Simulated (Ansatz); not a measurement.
Write the native input for Ansatz 0.2.0 that does the following.

```
Task                : Born charges and dielectric tensor
Functional          : PBE
Potentials or basis : all-electron PAW datasets made for the crystal
Cutoff              : 250 eV (chosen from the basis error)
k mesh              : 8 × 8 × 8
Occupations         : fixed
Spin                : no spin polarisation
```

GaAs:

```xyz
2
Lattice="0.0000 2.8268 2.8268 2.8268 0.0000 2.8268 2.8268 2.8268 0.0000" Properties=species:S:1:pos:R:3 pbc="T T T"
As    4.2403    4.2403    4.2403
Ga    0.0000    0.0000    0.0000
```

One way to write it, as run:

input.yaml

```yaml
crystal:
  lattice:
    - [0.0, 2.82685, 2.82685]
    - [2.82685, 0.0, 2.82685]
    - [2.82685, 2.82685, 0.0]
  atoms:
    - { symbol: As, position: [0.75, 0.75, 0.75] }
    - { symbol: Ga, position: [0.0, 0.0, 0.0] }
kpoints:
  mp_grid: { grid: [8, 8, 8] }
scf:
  occupations: { method: fixed }
hamiltonian:
  xc: pbe
  pseudopotentials: { kind: all_electron, datasets: crystal }
output: {}
dielectric: {}
```

Potentials or basis: all-electron PAW datasets made for the crystal.

The run is started by

```console
$ ansatz run input.yaml --threads 1 --pin off --max-ram 3072MiB --backend cpu --events-out ev --progress --plain --runs-dir out
```

Results of the run:

```json
{"Band gap on the k mesh": "0.52 eV, direct", "Electronic dielectric tensor (diagonal)": "12.76", "Born charges (mean of the diagonal)": "As -2.13; Ga +2.13 e"}
```

Caveat: the gap is small at this level, which inflates the dielectric constant; the program warned that the printed levels may be off, so bands, gaps and densities of states are rough.

It took 71 s on 1 thread of Arm Neoverse V1 (shared host), peak memory 1.1 GiB.
